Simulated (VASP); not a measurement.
# VASP 6.6.1 run: CdSe

INCAR

```
LCHARG = .FALSE.
SIGMA = 0.02
ISIF = 2
ENCUT = 520
EDIFF = 1E-7
LWAVE = .FALSE.
LASPH = .TRUE.
LREAL = .FALSE.
IBRION = -1
PREC = Accurate
GGA = PE
NELM = 91
ISMEAR = -1
NSW = 0
NBANDS = 16
```

KPOINTS

```
KPOINTS created by Atomic Simulation Environment
0
Gamma
8 8 8
0 0 0
```

POSCAR

```
Cd Se
 1.0000000000000000
     3.0838109999999999    0.0773860000000000    3.0838109999999999
     0.0773860000000000    3.0838109999999999    3.0838109999999999
     3.0838109999999999    3.0838109999999999    0.0773860000000000
 Cd  Se
   1   1
Cartesian
  0.0172805141837137  0.0172805141837137  0.0172805141837137
  1.5439714858162865  1.5439714858162865  1.5439714858162865
```

The recommended PBE PAW datasets give the neutral cell 18 valence electrons.

Command

```
mpirun -np 1 vasp_std
```

Standard output (part)

```
|     EEEEEEE  RRRRRR   RRRRRR   OOOOOOO  RRRRRR      ###     ###     ###     |
|     E        R     R  R     R  O     O  R     R     ###     ###     ###     |
|     E        R     R  R     R  O     O  R     R     ###     ###     ###     |
|     EEEEE    RRRRRR   RRRRRR   O     O  RRRRRR       #       #       #      |
|     E        R    R   R    R   O     O  R    R      ###     ###     ###     |
|     EEEEEEE  R     R  R     R  OOOOOOO  R     R     ###     ###     ###     |
|     ERROR: the triple product of the basis vectors is negative exchange     |
|     two basis vectors                                                       |
|       ---->  I REFUSE TO CONTINUE WITH THIS SICK JOB ... BYE!!! <----       |
```

VASP stopped before the first electronic step.

Question: What is wrong with this input?

Answer: Left-handed cell vectors. VASP stopped before the first electronic step.
